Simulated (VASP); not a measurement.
# W (Im-3m) in VASP: a series of runs

The runs below take W through relaxation of cell and atoms, with PBE.

Program: VASP 6.6.1. These are calculated values, not measurements. Logs are shortened: lines on timing, memory, paths and dates and some standing lists are left out, and cuts for length are marked.

## 1. Starting point

Symmetry: Im-3m, No. 229, cubic system. The conventional cell has a = 3.165 Å, b = 3.165 Å, c = 3.165 Å, α = 90.00°, β = 90.00°, γ = 90.00°. Around W (site symmetry m-3m) lie 8 W at 2.74 Å.

## 2. Relaxation of cell and atoms, PBE

Input file INCAR:

```
PREC     = Accurate       # precision mode
ENCUT    = 520            # plane-wave cutoff, eV
EDIFF    = 1E-7           # SCF threshold, eV
ISMEAR   = 0              # smearing method
SIGMA    = 0.1            # smearing width, eV
LREAL    = False          # projectors in reciprocal space
LASPH    = True           # aspherical terms in the spheres
NELM     = 60             # most SCF steps
ALGO     = Normal         # electronic algorithm
ISIF     = 3              # what is computed and relaxed
LWAVE    = False          # write WAVECAR
LCHARG   = False          # write CHGCAR
GGA      = PE             # functional
IBRION   = 2              # ionic algorithm
NSW      = 80             # ionic steps
EDIFFG   = -0.002         # ionic threshold
```

Input file KPOINTS:

```
regular mesh
0
Gamma
  26 26 26
```

Input file POSCAR:

```
W
1.0
   -1.5823450000      1.5823450000      1.5823450000
    1.5823450000     -1.5823450000      1.5823450000
    1.5823450000      1.5823450000     -1.5823450000
W
1
Direct
    0.0000000000      0.0000000000      0.0000000000
```

Potentials or basis: VASP PAW PBE potentials, release 64 (W_sv).

Started as:

```sh
$ cat potpaw_PBE.64/W_sv/POTCAR > POTCAR
$ mpirun -np 1 vasp_std > vasp.out
```

OUTCAR:

```text
PREC = Accurate
   ENCUT = 520
   EDIFF = 1E-7
   ISMEAR = 0
   LREAL = False
   LASPH = True
   NELM = 60
   ISIF = 3
   GGA = PE
   IBRION = 2
   NSW = 80
   EDIFFG = -0.002

 ion  position               nearest neighbor table
   1  0.000  0.000  0.000-

  LATTYP: Found a body centered cubic cell.
 ALAT       =     3.1646900000

  Lattice vectors:

 A1 = (  -1.5823450000,   1.5823450000,   1.5823450000)
 A2 = (   1.5823450000,  -1.5823450000,   1.5823450000)
 A3 = (   1.5823450000,   1.5823450000,  -1.5823450000)

Analysis of symmetry for initial positions (statically):
=====================================================================
 Subroutine PRICEL returns:
 Original cell was already a primitive cell.

 Routine SETGRP: Setting up the symmetry group for a
 body centered cubic supercell.

 Subroutine GETGRP returns: Found 48 space group operations
 (whereof 48 operations were pure point group operations)
 out of a pool of 48 trial point group operations.

The static configuration has the point symmetry O_h .

Analysis of symmetry for dynamics (positions and initial velocities):
=====================================================================
 Subroutine PRICEL returns:
 Original cell was already a primitive cell.

 Routine SETGRP: Setting up the symmetry group for a
 body centered cubic supercell.

 Subroutine GETGRP returns: Found 48 space group operations
 (whereof 48 operations were pure point group operations)
 out of a pool of 48 trial point group operations.

The dynamic configuration has the point symmetry O_h .

 Subroutine INISYM returns: Found 48 space group operations
 (whereof 48 operations are pure point group operations),
 and found     1 'primitive' translations

----------------------------------------------------------------------------------------

                                     Primitive cell

  volume of cell :      15.8476

  direct lattice vectors                    reciprocal lattice vectors
    -1.582345000  1.582345000  1.582345000     0.000000000  0.315986716  0.315986716
     1.582345000 -1.582345000  1.582345000     0.315986716  0.000000000  0.315986716
     1.582345000  1.582345000 -1.582345000     0.315986716  0.315986716  0.000000000

  length of vectors
     2.740701935  2.740701935  2.740701935     0.446872699  0.446872699  0.446872699

  position of ions in fractional coordinates (direct lattice)
     0.000000000  0.000000000  0.000000000

  ion indices of the primitive-cell ions
   primitive index   ion index
                 1           1

----------------------------------------------------------------------------------------

 KPOINTS: regular mesh

Automatic generation of k-mesh.
 Grid dimensions read from file:
 generate k-points for:   26   26   26

 Generating k-lattice:

  Cartesian coordinates                     Fractional coordinates (reciprocal lattice)
     0.000000000  0.012153335  0.012153335     0.038461538  0.000000000  0.000000000
     0.012153335  0.000000000  0.012153335     0.000000000  0.038461538  0.000000000
     0.012153335  0.012153335  0.000000000     0.000000000  0.000000000  0.038461538

  Length of vectors
     0.017187412  0.017187412  0.017187412

  Shift w.r.t. Gamma in fractional coordinates (k-lattice)
     0.000000000  0.000000000  0.000000000

 Subroutine IBZKPT returns following result:
 ===========================================

 Found    511 irreducible k-points:

 Following reciprocal coordinates:
            Coordinates               Weight
  0.000000  0.000000  0.000000      1.000000
  0.038462  0.000000  0.000000     12.000000
  0.076923  0.000000  0.000000     12.000000
  0.115385  0.000000  0.000000     12.000000
  0.153846  0.000000  0.000000     12.000000
  0.192308  0.000000  0.000000     12.000000
[... 16 lines left out ...]
  0.346154  0.038462  0.000000     48.000000
  0.384615  0.038462  0.000000     48.000000
 [... further k-points ...]
   k-points           NKPTS =    511   k-points in BZ     NKDIM =    511   number of bands    NBANDS=     11
   number of dos      NEDOS =    301   number of ions     NIONS =      1
   total plane-waves  NPLWV =   8000
   dimension x,y,z NGX =    20 NGY =   20 NGZ =   20
   dimension x,y,z NGXF=    40 NGYF=   40 NGZF=   40
   ions per type =               1
   NGX,Y,Z   is equivalent  to a cutoff of  12.13, 12.13, 12.13 a.u.
   NGXF,Y,Z  is equivalent  to a cutoff of  24.26, 24.26, 24.26 a.u.
 SYSTEM =  unknown system
   PREC   = accura    normal or accurate (medium, high low for compatibility)
   ISTART =      0    job   : 0-new  1-cont  2-samecut
   ICHARG =      2    charge: 1-file 2-atom 10-const
   ISPIN  =      1    spin polarized calculation?
   LNONCOLLINEAR =      F non collinear calculations
   LSORBIT =      F    spin-orbit coupling
   LASPH  =      T    aspherical Exc in radial PAW
   ENCUT  =  520.0 eV  38.22 Ry    6.18 a.u.   5.10  5.10  5.10*2*pi/ulx,y,z
   NELM   =     60;   NELMIN=  2; NELMDL= -5     # of ELM steps
   EDIFF  = 0.1E-06   stopping-criterion for ELM
   LREAL  =      F    real-space projection
   EDIFFG = -.2E-02   stopping-criterion for IOM
   NSW    =     80    number of steps for IOM
   IBRION =      2    ionic relax: 0-MD 1-quasi-New 2-CG
   NFREE  =      1    steps in history (QN), initial steepest desc. (CG)
   ISIF   =      3    stress and relaxation
   ISYM   =      2    0-nonsym 1-usesym 2-fastsym
   POTIM  = 0.5000    time-step for ionic-motion
   TEBEG  =    0.0;   TEEND  =   0.0 temperature during run
   PSTRESS=    0.0 pullay stress
   NELECT =      14.0000    total number of electrons
   NUPDOWN=      -1.0000    fix difference up-down
   EMIN   =  10.00;   EMAX   =-10.00  energy-range for DOS
   EFERMI =   0.00;   METHOD = LEGACY
   ISMEAR =     0;   SIGMA  =   0.10  broadening in eV -4-tet -1-fermi 0-gaus
   EFERMI_NEDOS =   21; number of points for ismear=-14 and -15
   IALGO  =     38    algorithm
   IMIX   =      4    mixing-type and parameters
     AMIX     =   0.40;   BMIX     =  1.00
     AMIX_MAG =   1.60;   BMIX_MAG =  1.00
  volume/ion in A,a.u.               =      15.85       106.94
  Fermi-wavevector in a.u.,A,eV,Ry     =   1.570832  2.968442 33.572544  2.467512
  Thomas-Fermi vector in A             =   2.672506
   LORBIT       =      0    0 simple, 1 ext, 2 COOP (PROOUT), +10 PAW based schemes
   GGA     = PE    functional components
   LHFCALC =     F    Hartree Fock is set to
   AEXX    =    0.0000 exact exchange contribution
   IVDW    =     0    specifies the selected vdW correction
   LEPSILON=     F    determine dielectric tensor
   LRPA    =     F    only Hartree local field effects (RPA)
 conjugate gradient relaxation of ions
 non-spin polarized calculation
 Gauss-broadening in eV      SIGMA  =   0.10
  energy-cutoff  :      520.00
  volume of cell :       15.85
 maximum number of plane-waves:       440
   NGX = 11   NGY = 11   NGZ = 11

--------------------------------------- Ionic step        1  -------------------------------------------

 number of electron      14.0000004 magnetization

 Free energy of the ion-electron system (eV)
  ---------------------------------------------------
  ext. energy  EPLUGINS =         0.00000000
  ---------------------------------------------------
  free energy    TOTEN  =       -12.94976579 eV

  energy without entropy =      -12.94748917  energy(sigma->0) =      -12.94862748

------------------------ aborting loop because EDIFF is reached ----------------------------------------

  FORCE on cell =-STRESS in cart. coord.  units (eV):
  Direction    XX          YY          ZZ          XY          YZ          ZX
  --------------------------------------------------------------------------------------
  -------------------------------------------------------------------------------------
  Total        0.6105180      0.6105180      0.6105180      0.0000000     -0.0000000      0.0000000
  in kB       61.7227825     61.7227825     61.7227825      0.0000000     -0.0000000      0.0000000
  external PRESSURE =      61.7227825 kB  Pullay stress =       0.0000000 kB
[... 90 lines left out ...]
  energy  without entropy=      -12.9533453907  energy(sigma->0) =      -12.95449892

--------------------------------------- Ionic step        4  -------------------------------------------

 number of electron      14.0000000 magnetization

 Free energy of the ion-electron system (eV)
  ---------------------------------------------------
  ext. energy  EPLUGINS =         0.00000000
  ---------------------------------------------------
  free energy    TOTEN  =       -12.95565803 eV

  energy without entropy =      -12.95335110  energy(sigma->0) =      -12.95450457

 E-fermi :  11.1712     XC(G=0): -13.5324

 val. band max:       11.1708629443   @ k =   0.4231   0.0769   0.0385
 cond. band min:      11.1754465664   @ k =  -0.2692   0.3462   0.1923
 fundamental gap:      0.0045836221
 Fermi energy:        11.1712361319

 k-point     1 :       0.0000    0.0000    0.0000
  band No.  band energies     occupation
      1     -63.0452      2.00000
      2     -26.6344      2.00000
      3     -26.6344      2.00000
      4     -26.6344      2.00000
      5       1.6365      2.00000
      6       9.9684      2.00000
      7       9.9684      2.00000
      8       9.9684      2.00000
      9      13.3816      0.00000
     10      13.3816      0.00000
     11      25.6398      0.00000
[... 309 lines left out ...]
 k-point    24 :       0.3846    0.0385    0.0000
  band No.  band energies     occupation
      1     -62.9325      2.00000
      2     -27.7387      2.00000
      3     -26.9994      2.00000
      4     -26.6475      2.00000
      5       5.0775      2.00000
      6       7.8636      2.00000
      7      10.6040      2.00000
      8      13.3031      0.00000
      9      14.0993      0.00000
     10      16.1176      0.00000
     11      23.0314      0.00000

 [... further k-points ...]

------------------------ aborting loop because EDIFF is reached ----------------------------------------

  FORCE on cell =-STRESS in cart. coord.  units (eV):
  Direction    XX          YY          ZZ          XY          YZ          ZX
  --------------------------------------------------------------------------------------
  -------------------------------------------------------------------------------------
  Total       -0.0007126     -0.0007126     -0.0007126      0.0000000      0.0000000     -0.0000000
  in kB       -0.0706532     -0.0706532     -0.0706532      0.0000000      0.0000000     -0.0000000
  external PRESSURE =      -0.0706532 kB  Pullay stress =       0.0000000 kB
[... 16 lines left out ...]
  FREE ENERGIE OF THE ION-ELECTRON SYSTEM (eV)
  ---------------------------------------------------
  free  energy   TOTEN  =       -12.9556580327 eV

  energy  without entropy=      -12.9533511016  energy(sigma->0) =      -12.95450457

 reached required accuracy - stopping structural energy minimisation
```

It took 1.9 min on 1 thread of Intel Xeon Platinum 8488C (Sapphire Rapids), shared host; peak memory 0.21 GiB.

Results:

- Free energy: -12.9557 eV
- Relaxed volume: 16.16 Å³/atom
- Relaxed cell: a = 2.759 Å, b = 2.759 Å, c = 2.759 Å, α = 109.47°, β = 109.47°, γ = 109.47°
- Space group after relaxing (to 0.05 Å): Im-3m (No. 229)
- Energy gained by relaxing: 5.9 meV/atom
- Ionic steps: 4
- Pressure after relaxing: 0.0 GPa
- Band gap on the k mesh: none (metal or under the smearing width)

Step by step:
| step | energy change (eV) | largest force (eV/Å) | pressure (GPa) | volume (Å³) |
| --- | --- | --- | --- | --- |
| 1 | 0.0000 | 0.0000 | 6.17 | 15.85 |
| 2 | 0.0608 | 0.0000 | -17.84 | 17.29 |
| 3 | -0.0059 | 0.0000 | -0.17 | 16.17 |
| 4 | -0.0059 | 0.0000 | -0.01 | 16.16 |

Final structure:
```
W
1.0
    -1.59267    1.59267    1.59267
     1.59267   -1.59267    1.59267
     1.59267    1.59267   -1.59267
W
1
Cartesian
  0.0000 0.0000 0.0000
```

Levels at points of the mesh, in eV from the Fermi level:
| k point | band 4 | band 5 | band 6 | band 7 | band 8 | band 9 | band 10 | band 11 |
| --- | --- | --- | --- | --- | --- | --- | --- | --- |
| (0.00, 0.00, 0.00) | -37.81 | -9.53 | -1.20 | -1.20 | -1.20 | 2.21 | 2.21 | 14.47 |
| (0.50, 0.00, 0.00) | -37.81 | -6.16 | -3.48 | 0.61 | 2.09 | 3.05 | 5.97 | 10.77 |
| (0.50, 0.50, 0.50) | -38.65 | -5.69 | -5.69 | 5.02 | 5.02 | 5.02 | 8.09 | 8.09 |

The run has no spin-orbit coupling, so splittings on W are missing. PBE usually gives volumes a little too large and moduli too small.

[end of part 1 of 2]
